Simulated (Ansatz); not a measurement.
# GaSe: a scan of SCF settings

Which SCF settings change the result for GaSe, and which only the effort? The default run comes first. GaSe is taken in its deposited structure (space group P6_3/mmc), 8 atoms in the cell. Source: COD entry 9008968; the sample's temperature and pressure aren't taken into account.

Program: Ansatz 0.2.0. Level of theory: DFT PBE, PAW, plane waves, scalar-relativistic. These are calculated values, not measurements.

2 further runs of the same task are left out: 2 that didn't finish.

### Step 1. Starting point

Symmetry: P6_3/mmc, No. 194, hexagonal system. The conventional cell has a = 3.742 Å, b = 3.742 Å, c = 15.919 Å, α = 90.00°, β = 90.00°, γ = 120.00°. Ga (site symmetry 3m) has 1 Ga at 2.32 Å and 3 Se at 2.48 Å as nearest neighbours. Se (site symmetry 3m) has 3 Ga at 2.48 Å as nearest neighbours.

Structure file:

```
Ga Se
1.0
     3.74200    0.00000    0.00000
    -1.87100    3.24067    0.00000
     0.00000    0.00000   15.91900
Ga Se
4 4
Direct
  0.33333 0.66667 0.17700
  0.66667 0.33333 0.67700
  0.33333 0.66667 0.32300
  0.66667 0.33333 0.82300
  0.33333 0.66667 0.60000
  0.66667 0.33333 0.10000
  0.33333 0.66667 0.90000
  0.66667 0.33333 0.40000
```

Atoms are counted from 1 in the order of input.yaml (Se8 and so on).

After the default run come: Methfessel–Paxton smearing, width 2.0 eV; cutoff 60 eV; iteration limit 15; fixed occupations; Fermi–Dirac width 0.001 eV, no switch to direct minimisation; cutoff 350 eV; tetrahedron occupations.

The search for lower states is off throughout, and inputs that name a mixer don't switch to direct minimisation unless they say so. Spin polarisation is off.

### Step 2. Default SCF settings

input.yaml

```yaml
crystal:
  lattice:
    - [3.74200127, 0.0, 0.0]
    - [-1.87100064, 3.24066816, 0.0]
    - [0.0, 0.0, 15.919]
  atoms:
    - { symbol: Ga, position: [0.33333333, 0.66666667, 0.177] }
    - { symbol: Ga, position: [0.66666667, 0.33333333, 0.677] }
    - { symbol: Ga, position: [0.33333333, 0.66666667, 0.323] }
    - { symbol: Ga, position: [0.66666667, 0.33333333, 0.823] }
    - { symbol: Se, position: [0.33333333, 0.66666667, 0.6] }
    - { symbol: Se, position: [0.66666667, 0.33333333, 0.1] }
    - { symbol: Se, position: [0.33333333, 0.66666667, 0.9] }
    - { symbol: Se, position: [0.66666667, 0.33333333, 0.4] }
hamiltonian:
  xc: pbe
  pseudopotentials: { kind: paw }
basis:
  ecutwfc: 420
kpoints:
  mp_grid: { grid: [7, 7, 2] }
scf:
  occupations: { method: fermi_dirac, width: 0.05 }
  lower_state_search: "off"
output:
  forces: true
  stress: true
```

Launch:

```bash
> ansatz run input.yaml --threads 2 --pin off --max-ram 5120MiB --backend cpu --events-out ev --progress --plain --runs-dir out
```

Standard output (excerpt; [...] marks lines left out):

```text
[...]
Pseudopotentials: kind: paw
Pseudopotential: Ga, paw, valence charge 13, recommended cutoff 420 eV (normal), Ga.paw.azcp
Pseudopotential: Se, paw, valence charge 16, recommended cutoff 420 eV (normal), Se.paw.azcp
Functional definition: PBE
[...]
Crystal: 8 atoms, lattice volume = 193.043 Å³
Basis set: ecut = 420 eV, 3797 PW (Γ), exchange–correlation on 54×54×216 points (8 copies of the dense FFT grid, shifted against one another)
Bands: 66, of which v1, the nominal top of the filled ones, is band 58 counted from 1 (57 counted from 0)
Symmetry: 24 space group operations
Space group: P63/mmc (ITA 194), of the structure as read, at distance tolerance 5.8e-5 Å
k-points: 16 of 98
[...]
SCF iter   1: F=—  HF=-37012.839555 eV  |F-HF|=—  |Δ(HF+E_count)|=         —  Δρ=1.45e-3  dr2=4.67e-3  ethr=1.77e-3  ⟨swp⟩=6.0  Hψ=3823  notcnv=0
[...]
SCF iter   7: F=-37012.839793 eV  HF=-37012.839793 eV  |F-HF|=3.42e-8  |Δ(HF+E_count)|=   2.07e-7  Δρ=4.86e-6  dr2=4.53e-8  ethr=8.62e-11  ⟨swp⟩=3.0  Hψ=4102  notcnv=0
[...]
SCF converged after 7 iterations
Free energy (F): -37012.839793 eV
[...]
E sigma→0 (E₀):  -37012.839793 eV
Entropy (-TS):   -0.000000 eV (-0.000 meV/atom)
Fermi energy:    8.000527 eV
[...]
--- Forces (eV/Å), atoms counted from 1 ---
  atom   1  Ga     0.00000000     0.00000000    -1.24467470
  atom   2  Ga     0.00000000    -0.00000000    -1.24467470
  atom   3  Ga    -0.00000000     0.00000000     1.24467470
  atom   4  Ga    -0.00000000    -0.00000000     1.24467470
  atom   5  Se     0.00000000     0.00000000     0.25575131
  atom   6  Se    -0.00000000    -0.00000000     0.25575131
  atom   7  Se     0.00000000     0.00000000    -0.25575131
  atom   8  Se    -0.00000000    -0.00000000    -0.25575131
[...]
--- Stress (GPa, compression-positive) ---
        2.056873       0.000000       0.000000
        0.000000       2.056873      -0.000000
        0.000000      -0.000000       4.861777
  P = ⅓ Tr σ = 2.9918 GPa (29.918 kbar)
```

Wall time 4.3 s (2 threads of Intel Xeon Platinum 8488C (Sapphire Rapids), shared host); peak memory 0.65 GiB.

With the default settings (MSR1 mixing, preconditioner Resta) the run converges in 7 iterations, with a gap of 1.21 eV on the k-mesh.

### Step 3. Methfessel–Paxton smearing, width 2.0 eV

input.yaml, as its differences from that of step 2:

```diff
@@ -22,4 +22,5 @@
 scf:
-  occupations: { method: fermi_dirac, width: 0.05 }
+  occupations: { method: methfessel_paxton, width: 2.0 }
   lower_state_search: "off"
+  max_iter: 50
 output:
```

Launch:

```bash
> ansatz run input.yaml --threads 2 --pin off --max-ram 5120MiB --backend cpu --events-out ev --progress --plain --runs-dir out
```

Standard output (excerpt; [...] marks lines left out):

```text
band count auto-derived: 88 (N_el = 116.0; filled up to band 58; 66 by the electrons, moments and atoms)
[... 11 lines as in an earlier run ...]
Bands: 88, of which v1, the nominal top of the filled ones, is band 58 counted from 1 (57 counted from 0)
[... 11 lines as in an earlier run ...]
SCF iter   1: F=—  HF=-37011.871195 eV  |F-HF|=—  |Δ(HF+E_count)|=         —  Δρ=1.66e-3  dr2=1.62e-2  ethr=1.77e-3  ⟨swp⟩=6.6  Hψ=5813  notcnv=0
[...]
SCF iter   7: F=-37011.867854 eV  HF=-37011.867854 eV  |F-HF|=3.78e-8  |Δ(HF+E_count)|=   1.31e-7  S|Δr|=    0.00e0  Δρ=4.28e-6  dr2=2.59e-8  ethr=8.62e-11  ⟨swp⟩=4.0  Hψ=4148  notcnv=0
[...]
SCF converged after 7 iterations
[...]
Entropy (-TS):   2.527428 eV (315.928 meV/atom)
Fermi energy:    7.662079 eV
Step filling:    the computed levels leave a gap of 1.2251 eV = 0.6 smearing widths at the electron count; against every level under it full and every level over it empty, smearing changes F+E_penalty+E_count by +973.703 meV and its σ→0 estimate by +341.846 meV
[...]
--- Forces (eV/Å), atoms counted from 1 ---
  atom   1  Ga    -0.00000000     0.00000000    -1.45762564
  atom   2  Ga    -0.00000000    -0.00000000    -1.45762564
  atom   3  Ga     0.00000000     0.00000000     1.45762564
  atom   4  Ga    -0.00000000    -0.00000000     1.45762564
  atom   5  Se     0.00000000     0.00000000     0.48469149
  atom   6  Se     0.00000000    -0.00000000     0.48469149
  atom   7  Se    -0.00000000     0.00000000    -0.48469149
  atom   8  Se    -0.00000000    -0.00000000    -0.48469149
[...]
--- Stress (GPa, compression-positive) ---
        0.811522      -0.000000       0.000000
        0.000000       0.811522       0.000000
        0.000000       0.000000       3.348376
  P = ⅓ Tr σ = 1.6571 GPa (16.571 kbar)
```

It took 5.3 s on 2 threads of Intel Xeon Platinum 8488C (Sapphire Rapids), shared host; peak memory 0.73 GiB.

7 iterations, as in the default run; free energy shifted by +121 meV/atom, zero-width estimate shifted by +42.5 meV/atom, so these numbers say nothing of the material, forces change by up to 0.229 eV/Å, pressure 1.7 GPa against 3.0.

### Step 4. Cutoff 60 eV

input.yaml, as its differences from that of step 3:

```diff
@@ -18,3 +18,3 @@
 basis:
-  ecutwfc: 420
+  ecutwfc: 60
 kpoints:
@@ -22,3 +22,3 @@
 scf:
-  occupations: { method: methfessel_paxton, width: 2.0 }
+  occupations: { method: fermi_dirac, width: 0.05 }
   lower_state_search: "off"
```

Launch:

```bash
> ansatz run input.yaml --threads 2 --pin off --max-ram 5120MiB --backend cpu --events-out ev --progress --plain --runs-dir out
```

Standard output (excerpt; [...] marks lines left out):

```text
Warning: basis.ecutwfc = 60 eV is below the records' recommended 420 eV, and the density's cutoff is lower with it unless basis.ecutrho_ratio is high enough to keep the records' density cutoff: compare with a run at a higher cutoff
[... 10 lines as in an earlier run ...]
Basis set: ecut = 60 eV, 219 PW (Γ), exchange–correlation on 20×20×90 points (8 copies of the dense FFT grid, shifted against one another)
[... 12 lines as in an earlier run ...]
SCF iter   1: F=—  HF=-34424.495015 eV  |F-HF|=—  |Δ(HF+E_count)|=         —  Δρ=1.90e0  dr2=4.41e3  ethr=1.77e-3  ⟨swp⟩=1.0  Hψ=3281  notcnv=0
[...]
SCF iter  11: F=-30854.198046 eV  HF=-30854.198046 eV  |F-HF|=3.28e-8  |Δ(HF+E_count)|=   8.55e-8  Δρ=3.25e-6  dr2=4.47e-8  ethr=8.62e-11  ⟨swp⟩=4.2  Hψ=3905  notcnv=0
[...]
SCF converged after 11 iterations
Free energy (F): -30854.198046 eV
[...]
E sigma→0 (E₀):  -30854.166824 eV
Entropy (-TS):   -0.062444 eV (-7.806 meV/atom)
Fermi energy:    -2.963845 eV
[...]
--- Forces (eV/Å), atoms counted from 1 ---
  atom   1  Ga     0.00000000    -0.00000000    30.36806694
  atom   2  Ga     0.00000000     0.00000000    30.36806694
  atom   3  Ga     0.00000000    -0.00000000   -30.36806694
  atom   4  Ga     0.00000000     0.00000000   -30.36806694
  atom   5  Se    -0.00000000     0.00000000    29.44501455
  atom   6  Se     0.00000000     0.00000000    29.44501455
  atom   7  Se    -0.00000000     0.00000000   -29.44501455
  atom   8  Se     0.00000000    -0.00000000   -29.44501455
[...]
--- Stress (GPa, compression-positive) ---
     -616.220357       0.000000      -0.000000
        0.000000    -616.220357       0.000000
       -0.000000       0.000000    -695.417882
  P = ⅓ Tr σ = -642.6195 GPa (-6426.195 kbar)
```

Wall time 1.2 s (2 threads of Intel Xeon Platinum 8488C (Sapphire Rapids), shared host); peak memory 0.41 GiB.

It takes 11 iterations (default 7). Against the default run: free energy shifted by +769830 meV/atom, so these numbers say nothing of the material, forces change by up to 31.613 eV/Å, pressure -642.6 GPa against 3.0.

This setting is poor on purpose, so its numbers aren't to be taken as properties of the material.

### Step 5. Iteration limit 15

input.yaml, as its differences from that of step 4:

```diff
@@ -18,3 +18,3 @@
 basis:
-  ecutwfc: 60
+  ecutwfc: 420
 kpoints:
@@ -24,3 +24,3 @@
   lower_state_search: "off"
-  max_iter: 50
+  max_iter: 15
 output:
```

Launch:

```bash
> ansatz run input.yaml --threads 2 --pin off --max-ram 5120MiB --backend cpu --events-out ev --progress --plain --runs-dir out
```

Standard output (excerpt; [...] marks lines left out):

```text
[... 23 lines as in an earlier run ...]
SCF iter   1: F=—  HF=-37012.839555 eV  |F-HF|=—  |Δ(HF+E_count)|=         —  Δρ=1.45e-3  dr2=4.67e-3  ethr=1.77e-3  ⟨swp⟩=6.0  Hψ=3823  notcnv=0
[... 1 line as in an earlier run ...]
[...]
SCF iter   7: F=-37012.839793 eV  HF=-37012.839793 eV  |F-HF|=3.42e-8  |Δ(HF+E_count)|=   2.07e-7  Δρ=4.86e-6  dr2=4.53e-8  ethr=8.62e-11  ⟨swp⟩=3.0  Hψ=4102  notcnv=0
[...]
SCF converged after 7 iterations
Free energy (F): -37012.839793 eV
[...]
E sigma→0 (E₀):  -37012.839793 eV
Entropy (-TS):   -0.000000 eV (-0.000 meV/atom)
Fermi energy:    8.000527 eV
[... 30 lines left out: energy terms, forces, stress ...]
```

Wall time 4.4 s (2 threads of Intel Xeon Platinum 8488C (Sapphire Rapids), shared host); peak memory 0.66 GiB.

7 iterations, as in the default run; the same free energy.

### Step 6. Fixed occupations

input.yaml, as its differences from that of step 5:

```diff
@@ -22,5 +22,5 @@
 scf:
-  occupations: { method: fermi_dirac, width: 0.05 }
+  occupations: { method: fixed }
   lower_state_search: "off"
-  max_iter: 15
+  max_iter: 50
 output:
```

Launch:

```bash
> ansatz run input.yaml --threads 2 --pin off --max-ram 5120MiB --backend cpu --events-out ev --progress --plain --runs-dir out
```

Standard output (excerpt; [...] marks lines left out):

```text
[... 11 lines as in an earlier run ...]
Bands: 70, of which v1, the nominal top of the filled ones, is band 58 counted from 1 (57 counted from 0)
[... 11 lines as in an earlier run ...]
SCF iter   1: F=—  HF=-37012.840148 eV  |F-HF|=—  |Δ(HF+E_count)|=         —  Δρ=1.41e-3  dr2=4.39e-3  ethr=1.77e-3  ⟨swp⟩=4.8  Hψ=3611  notcnv=0  defer=152
[...]
SCF iter   7: F=-37012.839793 eV  HF=-37012.839793 eV  |F-HF|=1.82e-8  |Δ(HF+E_count)|=   2.24e-7  Δρ=3.72e-6  dr2=3.12e-8  ethr=8.62e-11  ⟨swp⟩=3.0  Hψ=4493  notcnv=0
[...]
SCF converged after 7 iterations
Free energy (F): -37012.839793 eV
[...]
E sigma→0 (E₀):  -37012.839793 eV
Fermi energy:    7.410802 eV
[...]
--- Forces (eV/Å), atoms counted from 1 ---
  atom   1  Ga     0.00000000     0.00000000    -1.24466996
  atom   2  Ga     0.00000000    -0.00000000    -1.24466996
  atom   3  Ga     0.00000000     0.00000000     1.24466996
  atom   4  Ga    -0.00000000    -0.00000000     1.24466996
  atom   5  Se     0.00000000     0.00000000     0.25577279
  atom   6  Se    -0.00000000    -0.00000000     0.25577279
  atom   7  Se     0.00000000     0.00000000    -0.25577279
  atom   8  Se    -0.00000000    -0.00000000    -0.25577279
[...]
--- Stress (GPa, compression-positive) ---
        2.056842      -0.000000       0.000000
       -0.000000       2.056842       0.000000
        0.000000       0.000000       4.861732
  P = ⅓ Tr σ = 2.9918 GPa (29.918 kbar)
```

Wall time 4.4 s (2 threads of Intel Xeon Platinum 8488C (Sapphire Rapids), shared host); peak memory 0.65 GiB.

The count stays at 7. Against the default run: free energy unchanged, zero-width estimate unchanged.

[end of part 1 of 2]
